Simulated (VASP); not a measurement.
# Al (Im-3m) in VASP: notebook

One crystal, Al, is run at these levels: PBEsol; tasks: single point.

Everything below comes from runs of VASP 6.6.1. Logs are shortened: lines on timing, memory, paths and dates and some standing lists are left out, and cuts for length are marked.

## 1. The crystal as given

Symmetry: Im-3m, No. 229, cubic system. Conventional cell: a = 3.182 Å, b = 3.182 Å, c = 3.182 Å, α = 90.00°, β = 90.00°, γ = 90.00°. Al (site symmetry m-3m) has 8 Al at 2.76 Å as nearest neighbours.

This isn't the form of Al at room conditions, which is fcc.

## 2. Single point, PBEsol

INCAR reads:

```
ADDGRID = F
ALGO = Normal
EDIFF = 1E-7
ENCUT = 600
GGA = PS
ISIF = 2
ISMEAR = 1
LASPH = T
LCHARG = F
LREAL = F
LWAVE = F
NELM = 100
PREC = Accurate
SIGMA = 0.15
```

KPOINTS reads:

```
k-points
0
Gamma
  15 15 15
```

POSCAR reads:

```
Al
1.0
   -1.5505220000      1.6151010000      1.5901740000
    1.5972310000     -1.6159030000      1.6376860000
    1.5218560000      1.5872370000     -1.5909760000
Al
1
Direct
   -0.0427450000     -0.0166940000     -0.0578530000
```

Potentials or basis: VASP PAW PBE potentials, release 64 (Al).

Command:

```sh
$ cat potpaw_PBE.64/Al/POTCAR > POTCAR
$ mpirun -np 1 vasp_std > vasp.out
```

OUTCAR:

```text
EDIFF = 1E-7
   ENCUT = 600
   GGA = PS
   ISIF = 2
   ISMEAR = 1
   LASPH = T
   LREAL = F
   NELM = 100
   PREC = Accurate

 Found   1688 irreducible k-points:

 Following reciprocal coordinates:
            Coordinates               Weight
  0.000000  0.000000  0.000000      1.000000
  0.066667  0.000000  0.000000      2.000000
  0.133333 -0.000000 -0.000000      2.000000
  0.200000  0.000000 -0.000000      2.000000
  0.266667 -0.000000 -0.000000      2.000000
  0.333333 -0.000000 -0.000000      2.000000
   k-points           NKPTS =   1688   k-points in BZ     NKDIM =   1688   number of bands    NBANDS=      5
   number of dos      NEDOS =    301   number of ions     NIONS =      1
   total plane-waves  NPLWV =  13824
   dimension x,y,z NGX =    24 NGY =   24 NGZ =   24
   dimension x,y,z NGXF=    48 NGYF=   48 NGZF=   48
   ions per type =               1
   NGX,Y,Z   is equivalent  to a cutoff of  14.53, 14.25, 14.70 a.u.
   NGXF,Y,Z  is equivalent  to a cutoff of  29.06, 28.49, 29.40 a.u.
 SYSTEM =  unknown system
   PREC   = accura    normal or accurate (medium, high low for compatibility)
   ISTART =      0    job   : 0-new  1-cont  2-samecut
   ICHARG =      2    charge: 1-file 2-atom 10-const
   ISPIN  =      1    spin polarized calculation?
   LNONCOLLINEAR =      F non collinear calculations
   LSORBIT =      F    spin-orbit coupling
   LASPH  =      T    aspherical Exc in radial PAW
   ENCUT  =  600.0 eV  44.10 Ry    6.64 a.u.   5.48  5.59  5.42*2*pi/ulx,y,z
   NELM   =    100;   NELMIN=  2; NELMDL= -5     # of ELM steps
   EDIFF  = 0.1E-06   stopping-criterion for ELM
   LREAL  =      F    real-space projection
   EDIFFG = 0.1E-05   stopping-criterion for IOM
   NSW    =      0    number of steps for IOM
   IBRION =     -1    ionic relax: 0-MD 1-quasi-New 2-CG
   NFREE  =      0    steps in history (QN), initial steepest desc. (CG)
   ISIF   =      2    stress and relaxation
   ISYM   =      2    0-nonsym 1-usesym 2-fastsym
   POTIM  = 0.5000    time-step for ionic-motion
   TEBEG  =    0.0;   TEEND  =   0.0 temperature during run
   PSTRESS=    0.0 pullay stress
   NELECT =       3.0000    total number of electrons
   NUPDOWN=      -1.0000    fix difference up-down
   EMIN   =  10.00;   EMAX   =-10.00  energy-range for DOS
   EFERMI =   0.00;   METHOD = LEGACY
   ISMEAR =     1;   SIGMA  =   0.15  broadening in eV -4-tet -1-fermi 0-gaus
   EFERMI_NEDOS =   21; number of points for ismear=-14 and -15
   IALGO  =     38    algorithm
   IMIX   =      4    mixing-type and parameters
     AMIX     =   0.40;   BMIX     =  1.00
     AMIX_MAG =   1.60;   BMIX_MAG =  1.00
  volume/ion in A,a.u.               =      16.12       108.75
  Fermi-wavevector in a.u.,A,eV,Ry     =   0.934757  1.766435 11.888373  0.873771
  Thomas-Fermi vector in A             =   2.061595
   LORBIT       =      0    0 simple, 1 ext, 2 COOP (PROOUT), +10 PAW based schemes
   GGA     = PS    functional components
   LHFCALC =     F    Hartree Fock is set to
   AEXX    =    0.0000 exact exchange contribution
   IVDW    =     0    specifies the selected vdW correction
   LEPSILON=     F    determine dielectric tensor
   LRPA    =     F    only Hartree local field effects (RPA)
 non-spin polarized calculation
 Methfessel and Paxton  Order N= 1 SIGMA  =   0.15
  energy-cutoff  :      600.00
  volume of cell :       16.12
 maximum number of plane-waves:       555
 NGX is ok and might be reduce to    24
   NGX = 11   NGY = 11   NGZ = 11

 number of electron       3.0000000 magnetization

 Free energy of the ion-electron system (eV)
  ---------------------------------------------------
  ext. energy  EPLUGINS =         0.00000000
  ---------------------------------------------------
  free energy    TOTEN  =        -3.99029730 eV

  energy without entropy =       -3.99035060  energy(sigma->0) =       -3.99031506

 E-fermi :   8.1742     XC(G=0): -10.3464

 val. band max:        8.1724202825   @ k =   0.4667  -0.3333   0.2667
 cond. band min:       8.1769749904   @ k =   0.3333  -0.1333   0.2667
 fundamental gap:      0.0045547079
 Fermi energy:         8.1742003664

 k-point     1 :       0.0000    0.0000    0.0000
  band No.  band energies     occupation
      1      -3.0923      2.00000
      2      21.0447      0.00000
      3      21.6425      0.00000
      4      21.9494      0.00000
      5      22.7704      0.00000

 k-point     2 :       0.0667    0.0000    0.0000
  band No.  band energies     occupation
      1      -2.9650      2.00000
      2      19.5980      0.00000
      3      20.8249      0.00000
      4      21.3123      0.00000
      5      22.8420      0.00000

 k-point     3 :       0.1333   -0.0000   -0.0000
  band No.  band energies     occupation
      1      -2.5836      2.00000
      2      16.9658      0.00000
      3      19.6968      0.00000
      4      20.2603      0.00000
      5      22.1082      0.00000

 k-point     4 :       0.2000    0.0000   -0.0000
  band No.  band energies     occupation
      1      -1.9505      2.00000
      2      14.2284      0.00000
      3      18.7157      0.00000
      4      19.2099      0.00000
      5      21.1888      0.00000

 k-point     5 :       0.2667   -0.0000   -0.0000
  band No.  band energies     occupation
      1      -1.0688      2.00000
      2      11.6048      0.00000
      3      17.9246      0.00000
      4      18.3069      0.00000
      5      20.3765      0.00000

 k-point     6 :       0.3333   -0.0000   -0.0000
  band No.  band energies     occupation
      1       0.0565      2.00000
      2       9.1551     -0.00000
      3      17.3320      0.00000
      4      17.6047      0.00000
      5      19.7467      0.00000

 [... further k-points ...]

------------------------ aborting loop because EDIFF is reached ----------------------------------------

  FORCE on cell =-STRESS in cart. coord.  units (eV):
  Direction    XX          YY          ZZ          XY          YZ          ZX
  --------------------------------------------------------------------------------------
  -------------------------------------------------------------------------------------
  Total        0.1404421      0.2268558      0.3396619      0.1260518      0.0001750     -0.1470365
  in kB       13.9623500     22.5533409     33.7682023     12.5316995      0.0173965    -14.6179390
  external PRESSURE =      23.4279644 kB  Pullay stress =       0.0000000 kB

 VOLUME and BASIS-vectors are now :
 -----------------------------------------------------------------------------
  energy-cutoff  :      600.00
  volume of cell :       16.12
      direct lattice vectors                 reciprocal lattice vectors
    -1.550522000  1.615101000  1.590174000    -0.001770503  0.312333611  0.309906003
     1.597231000 -1.615903000  1.637686000     0.316062363  0.002905701  0.305229896
     1.521856000  1.587237000 -1.590976000     0.323572133  0.315167177 -0.004603969

 POSITION                                       TOTAL-FORCE (eV/Angst)
 -----------------------------------------------------------------------------------
      1.52013      1.45255      1.63362        -0.000000      0.000000      0.000000
 -----------------------------------------------------------------------------------
    total drift:                               -0.000000      0.000000     -0.000000

  FREE ENERGIE OF THE ION-ELECTRON SYSTEM (eV)
  ---------------------------------------------------
  free  energy   TOTEN  =        -3.9902972959 eV

  energy  without entropy=       -3.9903505960  energy(sigma->0) =       -3.99031506
```

Run time: 98 s. Hardware: 1 thread of Intel Xeon Platinum 8375C at 2.90GHz (Ice Lake), shared host; peak memory 0.28 GiB.

The run converged, but some of its settings lie outside the range that counts as converged, so its numbers aren't taken as properties of the crystal.

What came out:

| Item | Value |
| --- | --- |
| Free energy | -3.9903 eV |
| Pressure | 2.3 GPa |
| Band gap on the k mesh | none (metal or under the smearing width) |

Caveat: the PAW data sets were made with another functional, which shifts forces and pressure a little.

## 3. Single point, PBEsol

Changes to INCAR since step 2:

```diff
@@ -3,3 +3,3 @@
 EDIFF = 1E-7
-ENCUT = 600
+ENCUT = 500
 GGA = PS
```

KPOINTS reads:

```
k-points
0
Gamma
  18 18 18
```

POSCAR reads:

```
Al
1.0
   -1.5912186900      1.5912186900      1.5912186900
    1.5912186900     -1.5912186900      1.5912186900
    1.5912186900      1.5912186900     -1.5912186900
Al
1
Direct
    0.0000000000      0.0000000000      0.0000000000
```

Potentials or basis: VASP PAW PBE potentials, release 64 (Al).

Command:

```sh
$ cat potpaw_PBE.64/Al/POTCAR > POTCAR
$ mpirun -np 1 vasp_std > vasp.out
```

Run time: 14 s. Hardware: 1 thread of Intel Xeon Platinum 8375C at 2.90GHz (Ice Lake), shared host; peak memory 0.12 GiB.

The run converged, but some of its settings lie outside the range that counts as converged, so its numbers aren't taken as properties of the crystal.

Results:

```yaml
Free_energy: -3.9919 eV
Pressure: 2.3 GPa
Band_gap_on_the_k_mesh: none (metal or under the smearing width)
```

Caveat: the PAW data sets were made with another functional, which shifts forces and pressure a little.

## 4. Single point, PBEsol

INCAR is that of step 3.

KPOINTS is that of step 3.

POSCAR reads:

```
Al
1.0
   -1.5505220000      1.6151010000      1.5901740000
    1.5972310000     -1.6159030000      1.6376860000
    1.5218560000      1.5872370000     -1.5909760000
Al
1
Direct
   -0.0427450000     -0.0166940000     -0.0578530000
```

Potentials or basis: VASP PAW PBE potentials, release 64 (Al).

Command:

```sh
$ cat potpaw_PBE.64/Al/POTCAR > POTCAR
$ mpirun -np 1 vasp_std > vasp.out
```

OUTCAR:

```text
EDIFF = 1E-7
   ENCUT = 500
   GGA = PS
   ISIF = 2
   ISMEAR = 1
   LASPH = T
   LREAL = F
   NELM = 100
   PREC = Accurate

 Found   2920 irreducible k-points:

 Following reciprocal coordinates:
            Coordinates               Weight
  0.000000  0.000000  0.000000      1.000000
  0.055556  0.000000  0.000000      2.000000
  0.111111  0.000000  0.000000      2.000000
  0.166667  0.000000 -0.000000      2.000000
  0.222222  0.000000  0.000000      2.000000
  0.277778  0.000000 -0.000000      2.000000
   k-points           NKPTS =   2920   k-points in BZ     NKDIM =   2920   number of bands    NBANDS=      5
   number of dos      NEDOS =    301   number of ions     NIONS =      1
   total plane-waves  NPLWV =   8000
   dimension x,y,z NGX =    20 NGY =   20 NGZ =   20
   dimension x,y,z NGXF=    40 NGYF=   40 NGZF=   40
   ions per type =               1
   NGX,Y,Z   is equivalent  to a cutoff of  12.11, 11.87, 12.25 a.u.
   NGXF,Y,Z  is equivalent  to a cutoff of  24.22, 23.74, 24.50 a.u.
 SYSTEM =  unknown system
   PREC   = accura    normal or accurate (medium, high low for compatibility)
   ISTART =      0    job   : 0-new  1-cont  2-samecut
   ICHARG =      2    charge: 1-file 2-atom 10-const
   ISPIN  =      1    spin polarized calculation?
   LNONCOLLINEAR =      F non collinear calculations
   LSORBIT =      F    spin-orbit coupling
   LASPH  =      T    aspherical Exc in radial PAW
   ENCUT  =  500.0 eV  36.75 Ry    6.06 a.u.   5.01  5.11  4.95*2*pi/ulx,y,z
   NELM   =    100;   NELMIN=  2; NELMDL= -5     # of ELM steps
   EDIFF  = 0.1E-06   stopping-criterion for ELM
   LREAL  =      F    real-space projection
   EDIFFG = 0.1E-05   stopping-criterion for IOM
   NSW    =      0    number of steps for IOM
   IBRION =     -1    ionic relax: 0-MD 1-quasi-New 2-CG
   NFREE  =      0    steps in history (QN), initial steepest desc. (CG)
   ISIF   =      2    stress and relaxation
   ISYM   =      2    0-nonsym 1-usesym 2-fastsym
   POTIM  = 0.5000    time-step for ionic-motion
   TEBEG  =    0.0;   TEEND  =   0.0 temperature during run
   PSTRESS=    0.0 pullay stress
   NELECT =       3.0000    total number of electrons
   NUPDOWN=      -1.0000    fix difference up-down
   EMIN   =  10.00;   EMAX   =-10.00  energy-range for DOS
   EFERMI =   0.00;   METHOD = LEGACY
   ISMEAR =     1;   SIGMA  =   0.15  broadening in eV -4-tet -1-fermi 0-gaus
   EFERMI_NEDOS =   21; number of points for ismear=-14 and -15
   IALGO  =     38    algorithm
   IMIX   =      4    mixing-type and parameters
     AMIX     =   0.40;   BMIX     =  1.00
     AMIX_MAG =   1.60;   BMIX_MAG =  1.00
  volume/ion in A,a.u.               =      16.12       108.75
  Fermi-wavevector in a.u.,A,eV,Ry     =   0.934757  1.766435 11.888373  0.873771
  Thomas-Fermi vector in A             =   2.061595
   LORBIT       =      0    0 simple, 1 ext, 2 COOP (PROOUT), +10 PAW based schemes
   GGA     = PS    functional components
   LHFCALC =     F    Hartree Fock is set to
   AEXX    =    0.0000 exact exchange contribution
   IVDW    =     0    specifies the selected vdW correction
   LEPSILON=     F    determine dielectric tensor
   LRPA    =     F    only Hartree local field effects (RPA)
 non-spin polarized calculation
 Methfessel and Paxton  Order N= 1 SIGMA  =   0.15
  energy-cutoff  :      500.00
  volume of cell :       16.12
 maximum number of plane-waves:       423
   NGX =  9   NGY = 11   NGZ =  9

 number of electron       3.0000000 magnetization

 Free energy of the ion-electron system (eV)
  ---------------------------------------------------
  ext. energy  EPLUGINS =         0.00000000
  ---------------------------------------------------
  free energy    TOTEN  =        -3.98891369 eV

  energy without entropy =       -3.98887688  energy(sigma->0) =       -3.98890142

 E-fermi :   8.2043     XC(G=0): -10.3464

 val. band max:        8.2033409608   @ k =  -0.4444   0.0000   0.3333
 cond. band min:       8.2046677997   @ k =   0.5000   0.3333   0.3333
 fundamental gap:      0.0013268389
 Fermi energy:         8.2043172121

 k-point     1 :       0.0000    0.0000    0.0000
  band No.  band energies     occupation
      1      -3.0922      2.00000
      2      21.0448      0.00000
      3      21.6429      0.00000
      4      21.9495      0.00000
      5      22.7706      0.00000

 k-point     2 :       0.0556    0.0000    0.0000
  band No.  band energies     occupation
      1      -3.0037      2.00000
      2      19.9793      0.00000
      3      21.0151      0.00000
      4      21.4660      0.00000
      5      22.8984      0.00000

 k-point     3 :       0.1111    0.0000    0.0000
  band No.  band energies     occupation
      1      -2.7388      2.00000
      2      17.8770      0.00000
      3      20.0616      0.00000
      4      20.6230      0.00000
      5      22.4008      0.00000

 k-point     4 :       0.1667    0.0000   -0.0000
  band No.  band energies     occupation
      1      -2.2983      2.00000
      2      15.5899      0.00000
      3      19.1838      0.00000
      4      19.7224      0.00000
      5      21.6449      0.00000

 k-point     5 :       0.2222    0.0000    0.0000
  band No.  band energies     occupation
      1      -1.6839      2.00000
      2      13.3370      0.00000
      3      18.4303      0.00000
      4      18.8889      0.00000
      5      20.9005      0.00000

 k-point     6 :       0.2778    0.0000   -0.0000
  band No.  band energies     occupation
      1      -0.8979      2.00000
      2      11.1836     -0.00000
      3      17.8120      0.00000
      4      18.1751      0.00000
      5      20.2580      0.00000

 [... further k-points ...]

------------------------ aborting loop because EDIFF is reached ----------------------------------------

  FORCE on cell =-STRESS in cart. coord.  units (eV):
  Direction    XX          YY          ZZ          XY          YZ          ZX
  --------------------------------------------------------------------------------------
  -------------------------------------------------------------------------------------
  Total        0.1481760      0.2631634      0.2951090      0.1173390     -0.0182852     -0.1914119
  in kB       14.7312300     26.1629397     29.3388810     11.6655054     -1.8178614    -19.0296131
  external PRESSURE =      23.4110169 kB  Pullay stress =       0.0000000 kB

 VOLUME and BASIS-vectors are now :
 -----------------------------------------------------------------------------
  energy-cutoff  :      500.00
  volume of cell :       16.12
      direct lattice vectors                 reciprocal lattice vectors
    -1.550522000  1.615101000  1.590174000    -0.001770503  0.312333611  0.309906003
     1.597231000 -1.615903000  1.637686000     0.316062363  0.002905701  0.305229896
     1.521856000  1.587237000 -1.590976000     0.323572133  0.315167177 -0.004603969

 POSITION                                       TOTAL-FORCE (eV/Angst)
 -----------------------------------------------------------------------------------
      1.52013      1.45255      1.63362         0.000000     -0.000000      0.000000
 -----------------------------------------------------------------------------------
    total drift:                               -0.000000     -0.000001     -0.000000

  FREE ENERGIE OF THE ION-ELECTRON SYSTEM (eV)
  ---------------------------------------------------
  free  energy   TOTEN  =        -3.9889136932 eV

  energy  without entropy=       -3.9888768777  energy(sigma->0) =       -3.98890142
```

OSZICAR:

```text
N       E                     dE             d eps       ncg     rms          rms(c)
DAV:   1    -0.195975809275E+01   -0.19598E+01   -0.82864E+02 31190   0.311E+02
DAV:   2    -0.400187668521E+01   -0.20421E+01   -0.18948E+01 37485   0.304E+01
DAV:   3    -0.401891510782E+01   -0.17038E-01   -0.16951E-01 41080   0.325E+00
DAV:   4    -0.401895195653E+01   -0.36849E-04   -0.36847E-04 42990   0.134E-01
DAV:   5    -0.401895203128E+01   -0.74755E-07   -0.74824E-07 41850   0.457E-03    0.139E+00
DAV:   6    -0.400081721229E+01    0.18135E-01   -0.25944E-03 37405   0.326E-01    0.781E-01
DAV:   7    -0.398893096395E+01    0.11886E-01   -0.69177E-03 36530   0.515E-01    0.167E-01
DAV:   8    -0.398891463952E+01    0.16324E-04   -0.42010E-05 46470   0.627E-02    0.119E-02
DAV:   9    -0.398891398925E+01    0.65027E-06   -0.29628E-07 40605   0.392E-03    0.108E-03
DAV:  10    -0.398891368614E+01    0.30312E-06   -0.72255E-09 36545   0.770E-04    0.587E-04
DAV:  11    -0.398891369321E+01   -0.70756E-08   -0.27589E-10 23630   0.122E-04
   1 F= -.39889137E+01 E0= -.39889014E+01  d E =-.368155E-04
```

It took 2.8 min on 1 thread of Intel Xeon Platinum 8375C at 2.90GHz (Ice Lake), shared host; peak memory 0.32 GiB.

These settings aren't checked as converged: the numbers below hold their error.

What came out:

```yaml
Free_energy: -3.9889 eV
Pressure: 2.3 GPa
Band_gap_on_the_k_mesh: none (metal or under the smearing width)
```

Caveat: the PAW data sets were made with another functional, which shifts forces and pressure a little.
